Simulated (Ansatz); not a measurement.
# How the gap and the level of V_O in HfO2 (P2_1/c) follow the exchange fraction

Aim: the (+1/0) level of V_O in HfO2 (P2_1/c) as a function of the share of exact exchange, with the cost of each choice. The model is a cell of 96 host atoms with 1 O taken out; the atoms are relaxed once and then held.

Calculated with Ansatz 0.2.0; plane-wave PAW DFT; relaxations with PBEsol, then single points with PBEsol and HSE06 form with several shares of exact exchange, on supercells at fixed charge in a uniform background.

This is a report of a sequence of runs, with most program output left out.

## (1) The starting structure

The cell holds 95 atoms: 32 Hf and 63 O. Cell: a = 10.192 Å, b = 10.355 Å, c = 10.542 Å, α = 90.0°, β = 99.6°, γ = 90.0°. It derives from HfO2 (space group P2_1/c). Nearest the centre at fractional (0.536, 0.581, 0.420): Hf73 at 2.04 Å, Hf2 at 2.05 Å, Hf87 at 2.13 Å, O90 at 2.53 Å, O22 at 2.57 Å, O92 at 2.79 Å, O81 at 2.79 Å, O11 at 2.81 Å. The cell carries charge +1.

Screening for the image-charge correction: ε∞ = principal values (4.69, 5.07, 5.10), ε0 = principal values (14.94, 18.84, 20.97), computed on the host (DFPT, PBEsol).

The cell's shortest repeat is 10.2 Å.

## (2) Relaxing both charge states, PBEsol

The study needs fixed structures, so each charge is relaxed once, at one point at (¼, ¼, ¼), from small random displacements that break the symmetry of the site.

File qp1_M1.relax/input.yaml:

```yaml
crystal:
  lattice:
    - [5.09606207, 0.0, -0.00164836]
    - [0.0, 5.17753054, 0.0]
    - [-0.87817712, 0.0, 5.19733713]
  atoms:
    - { symbol: Hf, position: [0.277155, 0.457022, 0.708187] }
    - { symbol: Hf, position: [0.722845, 0.957022, 0.791813] }
    - { symbol: Hf, position: [0.722845, 0.542978, 0.291813] }
    - { symbol: Hf, position: [0.277155, 0.042978, 0.208187] }
    - { symbol: O, position: [0.447132, 0.741797, 0.980022] }
    - { symbol: O, position: [0.552868, 0.241797, 0.519978] }
    - { symbol: O, position: [0.552868, 0.258203, 0.019978] }
    - { symbol: O, position: [0.447132, 0.758203, 0.480022] }
    - { symbol: O, position: [0.071295, 0.337466, 0.340782] }
    - { symbol: O, position: [0.928705, 0.837466, 0.159218] }
    - { symbol: O, position: [0.928705, 0.662534, 0.659218] }
    - { symbol: O, position: [0.071295, 0.162534, 0.840782] }
  supercell: [2, 2, 2]
  defects: [{ vacancy: 83 }]
total_charge: 1
basis:
  ecutwfc: 420
  xc_grid: 2
hamiltonian:
  xc: pbesol
  pseudopotentials: { kind: paw, azcp: { folder: soft_1 }, xc_functional: pbe }
kpoints:
  mp_grid: { grid: [1, 1, 1], shift: [0.25, 0.25, 0.25] }
magnetization:
  spin_polarized: true
  initial_magnetization: 1
  spin_locking: { lock_magnetization: hard }
scf:
  occupations: { method: fixed }
  max_iter: 60
output:
  forces: true
  charged_corrections:
    epsilon: [[5.04, 0.0, 0.14], [0.0, 5.07, 0.0], [0.14, 0.0, 4.75]]
    static_epsilon: [[20.65, 0.0, 1.35], [0.0, 18.84, 0.0], [1.35, 0.0, 15.26]]
    defect_position: [0.535647, 0.581267, 0.420391]
relax:
  f_tol: 0.015
  max_steps: 60
  random_displacement: { amplitude: 0.04, seed: 1690 }
checkpoint:
  write: "../qp1_M1.relax.run"
  compress: false
  write_wavefunctions: true
  write_every: 100000
```

Launch:

```console
> ansatz run input.yaml --threads 32 --pin off --max-ram 84787MiB --backend cuda --events-out ev --progress --plain --runs-dir out --max-vram 78GiB
```

Wall time 8.7 s (1 × NVIDIA GB200 with 32 threads of Arm Neoverse V2, shared host); peak memory 2.9 GiB.

Step by step:

```csv
step,energy less that of the first step (eV),largest force component (eV/Å)
1,0.0000,2.3892
2,-1.4393,1.4659
3,-2.0088,0.1095
4,-2.0195,0.0909
5,-2.0213,0.0220
6,-2.0215,0.0036
```

The atoms that moved most (Å, from the sites as typed, ahead of the random displacement):

```
atom      dx      dy      dz  length
 O90  -0.161   0.003  -0.048   0.168
 O81  -0.048  -0.090   0.104   0.146
 O11   0.037   0.092  -0.028   0.103
Hf73   0.055   0.075  -0.035   0.099
 Hf2  -0.088  -0.037  -0.014   0.097
 O35  -0.008  -0.061   0.057   0.084
Hf87   0.017  -0.046   0.062   0.079
 O22   0.017   0.029  -0.071   0.078
```

The atoms nearest to the centre after the run:

```
atom  distance (Å)
Hf73         2.137
 Hf2         2.146
Hf87         2.209
 O90         2.363
 O22         2.496
 O81         2.653
 O11         2.732
 O35         2.738
 O92         2.745
```

```
charge  moment set (μB)  steps  largest displacement (Å)   time
     0                0      7                      0.08  7.8 s
    +1                1      6                      0.17  8.7 s
```

The relaxation ends 21 meV an atom lower than the displaced start, with a largest force component of 0.0036 eV/Å.

## (3) First setting: 0 (PBEsol)

Exact exchange opens the gap of the host. A level of a localised state need not follow either band edge, so its distance to each edge changes.

File qp1_M1.a0/input.yaml:

```yaml
crystal:
  checkpoint: "../qp1_M1.relax.run"
  host: checkpoint
total_charge: 1
basis:
  ecutwfc: 420
  xc_grid: 2
hamiltonian:
  xc: pbesol
  pseudopotentials: { kind: paw, azcp: { folder: soft_1 }, xc_functional: pbe }
kpoints:
  mp_grid: { grid: [1, 1, 1], shift: [0.25, 0.25, 0.25] }
magnetization:
  spin_polarized: true
  initial_magnetization: 1
  spin_locking: { lock_magnetization: hard }
scf:
  occupations: { method: fixed }
  max_iter: 60
output:
  forces: true
  charged_corrections:
    epsilon: [[5.04, 0.0, 0.14], [0.0, 5.07, 0.0], [0.14, 0.0, 4.75]]
    static_epsilon: [[20.65, 0.0, 1.35], [0.0, 18.84, 0.0], [1.35, 0.0, 15.26]]
    defect_position: [0.535647, 0.581267, 0.420391]
  eigenvalues: true
  eigenstates: { localisation: true }
  efg: {}
checkpoint:
  read: "../qp1_M1.relax.run"
  write: "../qp1_M1.a0.run"
  compress: false
  write_wavefunctions: false
  write_every: 100000
```

Wall time 6.2 s (1 × NVIDIA GB200 with 32 threads); peak memory 2.5 GiB; 81 s of CPU time.

Both charges and the host at this setting go to place-levels, which corrects for the image charge and aligns the potentials.

File levels.a0.yaml:

```yaml
host:
  run: host.a0.run
states: [q0.a0.run, qp1_M1.a0.run]
geometry_from:
  q0.a0.run: q0.relax.run
  qp1_M1.a0.run: qp1_M1.relax.run
  host.a0.run: host.relax.run
chemical_potentials:
  O:
    energy: -558.291301
    dataset: <sha256 of the dataset>
```

Launch:

```console
> ansatz place-levels levels.a0.yaml -- --threads 32 --pin off --max-ram 84787MiB
```

Run time: 0.14 s. Hardware: 32 threads.

At this setting the gap is 3.969 eV and (+1/0) lies 3.006 eV above the valence top.

## (4) The other settings

From the second setting on only the share changes; the first is PBEsol, whose semilocal part differs from that of the hybrids. The next input; the others follow the same pattern (0.2, 0.25 and 0.3):

qp1_M1.a10/input.yaml, as its differences from qp1_M1.a0/input.yaml of step 3:

```diff
@@ -8,4 +8,4 @@
 hamiltonian:
-  xc: pbesol
-  pseudopotentials: { kind: paw, azcp: { folder: soft_1 }, xc_functional: pbe }
+  xc: { preset: hse06, exx: 0.1 }
+  pseudopotentials: { kind: paw, azcp: { folder: soft_1 } }
 kpoints:
@@ -30,3 +30,3 @@
   read: "../qp1_M1.relax.run"
-  write: "../qp1_M1.a0.run"
+  write: "../qp1_M1.a10.run"
   compress: false
```

0.3: no level is given: the program refused to place it, or it failed a test of edges or alignment.

## (5) Result against cost

Times of the states on 1 × NVIDIA GB200 with 32 threads of Arm Neoverse V2, shared host; the host is run again at each setting, small cells on the processor where the program's card isn't needed:

```csv
share of exact exchange,gap (eV),(+1/0) above the valence top (eV),under the conduction bottom (eV),"time, both charge states","time, host and placing",peak memory of a state (GiB)
0 (PBEsol) *,3.969,3.006,0.963,8.5 s,8.4 s,2.5
0.1,4.700,3.422,1.277,55 s,6.2 min,4.8
0.2,5.345,3.875,1.470,66 s,6.9 min,4.9
0.25,5.676,4.107,1.569,69 s,7.8 min,4.6
```

* started from the relaxation's converged state in the same settings, so its time is no fair cost.

## (6) What came out

```yaml
plus_1_over_0_level_0_pbesol: 3.01 eV
plus_1_over_0_level_0p1: 3.42 eV
plus_1_over_0_level_0p2: 3.88 eV
plus_1_over_0_level_0p25: 4.11 eV
slope_of_the_gap_among_the_hybrids: 0.65 eV per 0.1 of exact exchange
```

In words: From a share of 0 (PBEsol) to 0.25 the gap opens from 3.97 to 5.68 eV and (+1/0) moves from 3.01 to 4.11 eV above the valence top. Among the hybrids, by fitted slopes, the level takes 70 % of the gap's opening, between the two edges, as a localised state does. The atoms were held at the semilocal structure, so a distortion that exact exchange would bring is missing. The program warns that hybrid band edges depend on the exchange mesh, which was not varied here; the gaps and slopes may carry that error. Only the charges 0 and +1 were run, each from one start, so (+1/0) need not be a change between stable states. What this leaves open: one k-point off the zone centre stands for the whole zone; spin–orbit coupling, which can matter with heavy atoms, is left out; the structures are those of PBEsol; force components of up to 0.26 eV/Å remain in a run at the final settings.

[Logs are printed without paths, hosts, clocks, repeated set-up lines and the standing remarks that a program may print on its own settings, such as how far it seeks lower states.]

[Hosts, paths, dates, database ids (printed as entryN), source tags and the programs' standing remarks are cut or masked in the printed files.]

[Where a table of states has a column of steps, it counts the stored structures, which are thinned; the runs took as many ionic steps or more.]

[For some hosts the program warned that the k-mesh of the response run may be too coarse for force constants and the static dielectric constant; such warnings are not shown here.]
